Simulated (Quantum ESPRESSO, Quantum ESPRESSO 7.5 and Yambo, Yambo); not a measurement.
## Quasiparticle gap of CuI (Marshite) in Yambo

Wanted: ground state, empty states, screening and self-energy for CuI (Marshite).

Main program and level: Quantum ESPRESSO 7.5 and Yambo 5.3.0; PBE and many-body steps on it, plane waves.

The database entry behind the starting cell differs from later determinations by our own check (about 0.15 % long (mineral sample)), so it need not match the best structure at ambient conditions.

In doubt: a PseudoDojo file used here is known to give poor structures and forces, which bears on pressures, cells, forces and phonons.

### 1. The starting structure

The structure is cubic, space group F-43m (No. 216). The conventional cell has a = 6.063 Å, b = 6.063 Å, c = 6.063 Å, α = 90.00°, β = 90.00°, γ = 90.00°. Cu has 4 I at 2.63 Å nearest. Nearest to I lie 4 Cu at 2.63 Å. Farther neighbours and most contacts between anions are not listed.

As a file:

```cif
data_structure
_symmetry_space_group_name_H-M 'F-43m'
_symmetry_Int_Tables_number 216
_cell_length_a 6.0630
_cell_length_b 6.0630
_cell_length_c 6.0630
_cell_angle_alpha 90.000
_cell_angle_beta 90.000
_cell_angle_gamma 90.000
_cell_volume 222.88
loop_
_atom_site_label
_atom_site_type_symbol
_atom_site_symmetry_multiplicity
_atom_site_Wyckoff_symbol
_atom_site_fract_x
_atom_site_fract_y
_atom_site_fract_z
_atom_site_occupancy
Cu1 Cu 4 d 0.25000 0.25000 0.75000 1
I1 I 4 a 0.00000 0.00000 0.00000 1
```

The cell and positions come from the Crystallography Open Database and are kept as given unless a step says otherwise. Spin-orbit coupling is left out unless a step names it.

### 2. Ground state

This step: Quantum ESPRESSO 7.5; DFT, PBE, plane waves, norm-conserving pseudopotentials.

The ground-state density comes first.

File pw.in:

```
&control
  calculation = 'scf'
  prefix = 'x'
  outdir = 'o'
  pseudo_dir = 'pseudo'
/
&system
  ibrav = 0
  nat = 2
  ntyp = 2
  ecutwfc = 84.0
  nbnd = 27
  force_symmorphic = .true.
/
&electrons
  conv_thr = 1e-10
  electron_maxstep = 80
  mixing_beta = 0.5
/
ATOMIC_SPECIES
  Cu 63.546 Cu.upf
  I 126.9 I.upf
CELL_PARAMETERS angstrom
  0.0000000000 3.0315000000 3.0315000000
  3.0315000000 -0.0000000000 3.0315000000
  3.0315000000 3.0315000000 0.0000000000
ATOMIC_POSITIONS crystal
  Cu 0.2500000000 0.2500000000 0.2500000000
  I 0.0000000000 0.0000000000 0.0000000000
K_POINTS automatic
  6 6 6 0 0 0
```

Run with:

```bash
OMP_NUM_THREADS=1 mpirun -n 8 pw.x -nk 8 -in pw.in > pw.out
```

The log of the run:

```text
Program PWSCF v.7.5 starts

     This program is part of the open-source Quantum ESPRESSO suite
     for quantum simulation of materials; please cite
         "P. Giannozzi et al., J. Phys.:Condens. Matter 21 395502 (2009);
         "P. Giannozzi et al., J. Phys.:Condens. Matter 29 465901 (2017);
         "P. Giannozzi et al., J. Chem. Phys. 152 154105 (2020);
     in publications or presentations arising from this work. More details at
     Message from routine setup:
     using ibrav=0 with symmetry is DISCOURAGED, use correct ibrav instead

     G-vector sticks info

     bravais-lattice index     =            0
     lattice parameter (alat)  =       8.1016  a.u.
     unit-cell volume          =     376.0099 (a.u.)^3
     number of atoms/cell      =            2
     number of atomic types    =            2
     number of electrons       =        44.00
     number of Kohn-Sham states=           27
     kinetic-energy cutoff     =      84.0000  Ry
     charge density cutoff     =     336.0000  Ry
     scf convergence threshold =      1.0E-10
     mixing beta               =       0.5000
     number of iterations used =            8  plain     mixing
     Exchange-correlation= PBE
                           (   1   4   3   4   0   0   0)

     celldm(1)=   8.101612  celldm(2)=   0.000000  celldm(3)=   0.000000
     celldm(4)=   0.000000  celldm(5)=   0.000000  celldm(6)=   0.000000

     crystal axes: (cart. coord. in units of alat)
               a(1) = (   0.000000   0.707107   0.707107 )
               a(2) = (   0.707107  -0.000000   0.707107 )
               a(3) = (   0.707107   0.707107   0.000000 )

     reciprocal axes: (cart. coord. in units 2 pi/alat)
               b(1) = ( -0.707107  0.707107  0.707107 )
               b(2) = (  0.707107 -0.707107  0.707107 )
               b(3) = (  0.707107  0.707107 -0.707107 )
     Pseudo is Norm-conserving + core correction, Zval = 19.0
     Generated using ONCVPSP code by D. R. Hamann
     Using radial grid of 1492 points,  6 beta functions with:
     Pseudo is Norm-conserving + core correction, Zval = 25.0
     Generated using ONCVPSP code by D. R. Hamann
     Using radial grid of 1188 points,  8 beta functions with:
     Cu               19.00    63.54600     Cu( 1.00)
     I                25.00   126.90000     I ( 1.00)

     24 Sym. Ops. (no inversion) found

   Cartesian axes

     site n.     atom                  positions (alat units)
         1        Cu     tau(   1) = (   0.3535534   0.3535534   0.3535534  )
         2        I      tau(   2) = (   0.0000000   0.0000000   0.0000000  )

     number of k points=    16
                       cart. coord. in units 2pi/alat
        k(    1) = (   0.0000000   0.0000000   0.0000000), wk =   0.0092593
        k(    2) = (   0.1178511   0.1178511  -0.1178511), wk =   0.0740741
        k(    3) = (   0.2357023   0.2357023  -0.2357023), wk =   0.0740741
        k(    4) = (  -0.3535534  -0.3535534   0.3535534), wk =   0.0370370
        k(    5) = (   0.2357023   0.0000000  -0.0000000), wk =   0.0555556
        k(    6) = (   0.3535534   0.1178511  -0.1178511), wk =   0.2222222
        k(    7) = (  -0.2357023  -0.4714045   0.4714045), wk =   0.2222222
        k(    8) = (  -0.1178511  -0.3535534   0.3535534), wk =   0.2222222
        k(    9) = (   0.0000000  -0.2357023   0.2357023), wk =   0.1111111
        k(   10) = (   0.4714045   0.0000000  -0.0000000), wk =   0.0555556
     [... 4 further rows ...]
        k(   15) = (  -0.1178511  -0.3535534   0.5892557), wk =   0.2222222
        k(   16) = (  -0.7071068   0.2357023   0.0000000), wk =   0.1111111

     Dense  grid:    39189 G-vectors     FFT dimensions: (  48,  48,  48)

     Initial potential from superposition of free atoms

     starting charge      43.9996, renormalised to      44.0000
     Starting wfcs are   23 randomized atomic wfcs +    4 random wfcs

     per-process dynamical memory:    30.7 Mb

     Self-consistent Calculation

     iteration #  1     ecut=    84.00 Ry     beta= 0.50

     Threshold (ethr) on eigenvalues was too large:
     Diagonalizing with lowered threshold

     total energy              =   -1004.64239482 Ry
     estimated scf accuracy    <       0.07428795 Ry

     iteration #  2     ecut=    84.00 Ry     beta= 0.50

     total energy              =   -1004.66552703 Ry
     estimated scf accuracy    <       0.06644995 Ry

     iteration #  3     ecut=    84.00 Ry     beta= 0.50

     total energy              =   -1004.67483393 Ry
     estimated scf accuracy    <       0.00140174 Ry

     iteration #  4     ecut=    84.00 Ry     beta= 0.50

     total energy              =   -1004.67512160 Ry
     estimated scf accuracy    <       0.00085086 Ry

     iteration #  5     ecut=    84.00 Ry     beta= 0.50

     total energy              =   -1004.67526126 Ry
     estimated scf accuracy    <       0.00000613 Ry

     iteration #  6     ecut=    84.00 Ry     beta= 0.50

     total energy              =   -1004.67525989 Ry
     estimated scf accuracy    <       0.00001630 Ry

     iteration #  7     ecut=    84.00 Ry     beta= 0.50

     total energy              =   -1004.67526474 Ry
     estimated scf accuracy    <       0.00000387 Ry

     iteration #  8     ecut=    84.00 Ry     beta= 0.50

     total energy              =   -1004.67526522 Ry
     estimated scf accuracy    <       0.00000010 Ry

     iteration #  9     ecut=    84.00 Ry     beta= 0.50

     total energy              =   -1004.67526523 Ry
     estimated scf accuracy    <          8.7E-09 Ry

     iteration # 10     ecut=    84.00 Ry     beta= 0.50

     total energy              =   -1004.67526523 Ry
     estimated scf accuracy    <          8.5E-09 Ry

     iteration # 11     ecut=    84.00 Ry     beta= 0.50

     End of self-consistent calculation

          k = 0.0000 0.0000 0.0000 (  4909 PWs)   bands (ev):

  -167.0560-113.9829-113.9829-113.9829-102.3482 -59.7749 -59.7749 -59.7749
   -36.5976 -36.5976 -36.5952 -36.5952 -36.5952  -4.8943   5.5003   5.5003
     5.5003   7.3186   7.3186   9.1591   9.1591   9.1591  10.2556  14.0271
    14.0271  14.0271  17.2831

          k = 0.1179 0.1179-0.1179 (  4870 PWs)   bands (ev):

  -167.0560-113.9828-113.9828-113.9828-102.3482 -59.7748 -59.7748 -59.7748
   -36.5942 -36.5942 -36.5936 -36.5874 -36.5874  -4.7695   4.9894   5.5088
     5.5088   7.3098   7.3098   8.2966   8.9664   8.9664  11.1872  14.0221
    14.3750  14.3750  17.9718

          k = 0.2357 0.2357-0.2357 (  4879 PWs)   bands (ev):

  -167.0560-113.9828-113.9828-113.9828-102.3482 -59.7748 -59.7748 -59.7748
   -36.5953 -36.5953 -36.5926 -36.5874 -36.5874  -4.4958   4.0114   5.5190
     5.5190   7.3210   7.3210   7.6146   8.6206   8.6206  11.3723  14.6367
    14.6367  15.5573  17.7767

          k =-0.3536-0.3536 0.3536 (  4910 PWs)   bands (ev):

     [... further k-points ...]

     highest occupied, lowest unoccupied level (ev):     9.1591   10.2556

!    total energy              =   -1004.67526523 Ry
     estimated scf accuracy    <          3.1E-12 Ry

     The total energy is the sum of the following terms:
     one-electron contribution =    -810.28904780 Ry
     hartree contribution      =     392.75898856 Ry
     xc contribution           =    -126.08870107 Ry
     ewald contribution        =    -461.05650492 Ry

     convergence has been achieved in  11 iterations

     XML data file, charge density, pseudopotentials, collected wavefunctions

=------------------------------------------------------------------------------=
   JOB DONE.
=------------------------------------------------------------------------------=
```

Run time: 5.5 s. Hardware: 8 MPI ranks of Arm Neoverse V2, shared host; peak memory 0.63 GiB; 43 s of CPU time.

This step gave:

```yaml
total_energy: -13669.3033 eV
gap: 1.096 eV
k_of_the_valence_top: 0, 0, 0
k_of_the_conduction_bottom: 0, 0, 0
least_direct_gap: 1.096 eV
```

The gap is direct, at Γ.

### 3. Bands along the symmetry lines

The cheap functional maps the bands first; the places of the edges decide which points the dearer methods must see.

File pw.in:

```
&control
  calculation = 'bands'
  prefix = 'x'
  outdir = 'o'
  pseudo_dir = 'pseudo'
/
&system
  ibrav = 0
  nat = 2
  ntyp = 2
  ecutwfc = 84.0
  nbnd = 28
  force_symmorphic = .true.
/
&electrons
  conv_thr = 1e-9
  electron_maxstep = 80
  diago_full_acc = .true.
  diago_thr_init = 5e-6
/
ATOMIC_SPECIES
  Cu 63.546 Cu.upf
  I 126.9 I.upf
CELL_PARAMETERS angstrom
  0.0000000000 3.0315000000 3.0315000000
  3.0315000000 -0.0000000000 3.0315000000
  3.0315000000 3.0315000000 0.0000000000
ATOMIC_POSITIONS crystal
  Cu 0.2500000000 0.2500000000 0.2500000000
  I 0.0000000000 0.0000000000 0.0000000000
K_POINTS crystal
  50
  0.00000000 0.00000000 0.00000000 1
  -0.06250000 -0.06250000 0.00000000 1
  -0.12500000 -0.12500000 0.00000000 1
  -0.18750000 -0.18750000 0.00000000 1
  -0.25000000 -0.25000000 0.00000000 1
  -0.31250000 -0.31250000 0.00000000 1
  -0.37500000 -0.37500000 0.00000000 1
  -0.43750000 -0.43750000 0.00000000 1
  -0.50000000 -0.50000000 0.00000000 1
  -0.48437500 -0.48437500 0.03125000 1
  -0.46875000 -0.46875000 0.06250000 1
  -0.45312500 -0.45312500 0.09375000 1
  -0.43750000 -0.43750000 0.12500000 1
  -0.42187500 -0.42187500 0.15625000 1
  -0.40625000 -0.40625000 0.18750000 1
  -0.39062500 -0.39062500 0.21875000 1
  -0.37500000 -0.37500000 0.25000000 1
  -0.37500000 0.00000000 0.37500000 1
  -0.32812500 0.00000000 0.32812500 1
  -0.28125000 0.00000000 0.28125000 1
  -0.23437500 0.00000000 0.23437500 1
  -0.18750000 0.00000000 0.18750000 1
  -0.14062500 0.00000000 0.14062500 1
  -0.09375000 0.00000000 0.09375000 1
  -0.04687500 0.00000000 0.04687500 1
  0.00000000 0.00000000 0.00000000 1
  0.00000000 0.00000000 0.06250000 1
  0.00000000 0.00000000 0.12500000 1
  0.00000000 0.00000000 0.18750000 1
  0.00000000 0.00000000 0.25000000 1
  0.00000000 0.00000000 0.31250000 1
  0.00000000 0.00000000 0.37500000 1
  0.00000000 0.00000000 0.43750000 1
  -0.00000000 0.00000000 0.50000000 1
  -0.06250000 -0.03125000 0.46875000 1
  -0.12500000 -0.06250000 0.43750000 1
  -0.18750000 -0.09375000 0.40625000 1
  -0.25000000 -0.12500000 0.37500000 1
  -0.31250000 -0.15625000 0.34375000 1
  -0.37500000 -0.18750000 0.31250000 1
  -0.43750000 -0.21875000 0.28125000 1
  -0.50000000 -0.25000000 0.25000000 1
  -0.50000000 -0.28125000 0.21875000 1
  -0.50000000 -0.31250000 0.18750000 1
  -0.50000000 -0.34375000 0.15625000 1
  -0.50000000 -0.37500000 0.12500000 1
  -0.50000000 -0.40625000 0.09375000 1
  -0.50000000 -0.43750000 0.06250000 1
  -0.50000000 -0.46875000 0.03125000 1
  -0.50000000 -0.50000000 0.00000000 1
```

The log of the run:

```text
[banner, memory and clock lines left out]
Program PWSCF v.7.5 starts

     Atomic positions and unit cell read from directory:
     o/x.save/

     Message from routine setup:
     using ibrav=0 with symmetry is DISCOURAGED, use correct ibrav instead

     G-vector sticks info

     bravais-lattice index     =            0
     lattice parameter (alat)  =       8.1016  a.u.
     unit-cell volume          =     376.0099 (a.u.)^3
     number of atoms/cell      =            2
     number of atomic types    =            2
     number of electrons       =        44.00
     number of Kohn-Sham states=           28
     kinetic-energy cutoff     =      84.0000  Ry
     charge density cutoff     =     336.0000  Ry
     Exchange-correlation= PBE
                           (   1   4   3   4   0   0   0)

     celldm(1)=   8.101612  celldm(2)=   0.000000  celldm(3)=   0.000000
     celldm(4)=   0.000000  celldm(5)=   0.000000  celldm(6)=   0.000000

     crystal axes: (cart. coord. in units of alat)
               a(1) = (   0.000000   0.707107   0.707107 )
               a(2) = (   0.707107  -0.000000   0.707107 )
               a(3) = (   0.707107   0.707107   0.000000 )

     reciprocal axes: (cart. coord. in units 2 pi/alat)
               b(1) = ( -0.707107  0.707107  0.707107 )
               b(2) = (  0.707107 -0.707107  0.707107 )
               b(3) = (  0.707107  0.707107 -0.707107 )
     Pseudo is Norm-conserving + core correction, Zval = 19.0
     Generated using ONCVPSP code by D. R. Hamann
     Using radial grid of 1492 points,  6 beta functions with:
     Pseudo is Norm-conserving + core correction, Zval = 25.0
     Generated using ONCVPSP code by D. R. Hamann
     Using radial grid of 1188 points,  8 beta functions with:
     Cu               19.00    63.54600     Cu( 1.00)
     I                25.00   126.90000     I ( 1.00)

     24 Sym. Ops. (no inversion) found

   Cartesian axes

     site n.     atom                  positions (alat units)
         1        Cu     tau(   1) = (   0.3535534   0.3535534   0.3535534  )
         2        I      tau(   2) = (   0.0000000   0.0000000   0.0000000  )

     number of k points=    50
                       cart. coord. in units 2pi/alat
        k(    1) = (   0.0000000   0.0000000   0.0000000), wk =   0.0400000
        k(    2) = (   0.0000000   0.0000000  -0.0883883), wk =   0.0400000
        k(    3) = (   0.0000000   0.0000000  -0.1767767), wk =   0.0400000
[...]
[... 38 further rows ...]
        k(   49) = (   0.0441942  -0.0000000  -0.7071068), wk =   0.0400000
        k(   50) = (   0.0000000   0.0000000  -0.7071068), wk =   0.0400000

     Dense  grid:    39189 G-vectors     FFT dimensions: (  48,  48,  48)

     The potential is recalculated from file :
     o/x.save/charge-density

     Starting wfcs are   23 randomized atomic wfcs +    5 random wfcs

     Band Structure Calculation

     End of band structure calculation

          k = 0.0000 0.0000 0.0000 (  4909 PWs)   bands (ev):

  -167.0560-113.9828-113.9828-113.9828-102.3482 -59.7749 -59.7749 -59.7749
   -36.5976 -36.5976 -36.5952 -36.5952 -36.5952  -4.8943   5.5003   5.5003
     5.5003   7.3186   7.3186   9.1591   9.1591   9.1591  10.2556  14.0271
    14.0271  14.0271  17.2832  18.8735

          k = 0.0000 0.0000-0.0884 (  4925 PWs)   bands (ev):

  -167.0560-113.9829-113.9829-113.9828-102.3482 -59.7749 -59.7749 -59.7749
   -36.5994 -36.5985 -36.5985 -36.5982 -36.5949  -4.8696   5.4099   5.4956
[...]
14.1755  14.1755  17.5784  18.1738

          k = 0.0000 0.0000-0.1768 (  4897 PWs)   bands (ev):

  -167.0560-113.9829-113.9829-113.9828-102.3482 -59.7749 -59.7749 -59.7748
[...]
14.5885  14.5886  17.0946  18.4674

          k =-0.0000 0.0000-0.2652 (  4905 PWs)   bands (ev):

[...]
k = 0.0000 0.0000-0.3536 (  4865 PWs)   bands (ev):

[...]
k = 0.0000-0.0000-0.4419 (  4897 PWs)   bands (ev):

[...]
k =-0.0000 0.0000-0.5303 (  4884 PWs)   bands (ev):

[...]
k = 0.0000-0.0000-0.6187 (  4888 PWs)   bands (ev):

[...]
k = 0.5303-0.0000-0.5303 (  4914 PWs)   bands (ev):

[...]
k = 0.0000 0.0000 0.0000 (  4909 PWs)   bands (ev):

[...]
k = 0.1326 0.0000-0.7071 (  4890 PWs)   bands (ev):

[...]
k = 0.0884-0.0000-0.7071 (  4884 PWs)   bands (ev):

[...]
k = 0.0442-0.0000-0.7071 (  4882 PWs)   bands (ev):

  -167.0560-113.9828-113.9828-113.9828-102.3482 -59.7749 -59.7748 -59.7748
[...]
18.1644  18.7147  18.9657  20.7298

          k = 0.0000 0.0000-0.7071 (  4880 PWs)   bands (ev):

  -167.0560-113.9828-113.9828-113.9828-102.3482 -59.7749 -59.7748 -59.7748
   -36.5931 -36.5931 -36.5925 -36.5916 -36.5867  -4.1574   3.5576   5.3813
     5.3813   7.2933   7.3713   7.4075   7.6717   7.6717  11.8621  12.0485
    18.3107  18.8995  18.8995  20.6970

     XML data file, pseudopotentials, collected wavefunctions
```

Wall time 4.3 s (8 MPI ranks); peak memory 0.53 GiB.

This step gave:

| Property | Result |
| --- | --- |
| gap | 1.096 eV |
| k of the valence top | 0, 0, 0 |
| k of the conduction bottom | 0, 0, 0 |
| least direct gap | 1.096 eV |

The gap is 1.096 eV, as in the run before at this level.

The electronic bands at the labelled points (eV, zero at the top of the highest filled band):

```tsv
point	band 19	band 20	band 21	band 22	band 23	band 24	band 25	band 26
Γ	-1.84	0.00	0.00	0.00	1.10	4.87	4.87	4.87
halfway	-1.80	-1.09	-0.87	-0.87	3.19	3.38	6.78	6.78
X	-1.79	-1.75	-1.49	-1.49	2.70	2.89	9.15	9.74
halfway	-1.79	-1.77	-1.48	-1.42	2.86	3.37	8.40	8.98
U	-1.81	-1.70	-1.50	-1.24	3.08	4.60	7.53	7.86
jump to K	-1.81	-1.70	-1.50	-1.24	3.08	4.60	7.53	7.86
halfway	-1.82	-1.33	-1.06	-0.39	3.07	4.98	5.56	5.64
Γ	-1.84	0.00	0.00	0.00	1.10	4.87	4.87	4.87
halfway	-1.85	-1.26	-0.37	-0.37	2.24	5.42	5.42	5.46
L	-1.81	-1.77	-0.71	-0.71	2.12	5.41	5.41	7.37
halfway	-1.83	-1.71	-1.29	-1.00	3.46	4.67	6.21	7.41
W	-1.89	-1.76	-1.59	-1.25	4.47	4.65	6.00	6.38
halfway	-1.86	-1.76	-1.54	-1.34	3.38	3.49	7.78	7.90
X	-1.79	-1.75	-1.49	-1.49	2.70	2.89	9.15	9.74
```

(Part 1 of 2 ends here.)

[Paths, hosts, dates, memory and timing lines, banners, echoed tables and standing remarks are left out of the program output.]

[Logs are printed without paths, hosts, clocks, repeated set-up lines and the standing remarks that a program may print on its own settings, such as how far it seeks lower states.]

[Runs of the session that timed out or met a known fault of the program may be left out.]

[Hosts, paths, dates, database ids (printed as entryN), source tags and the programs' standing remarks are cut or masked in the printed files.]
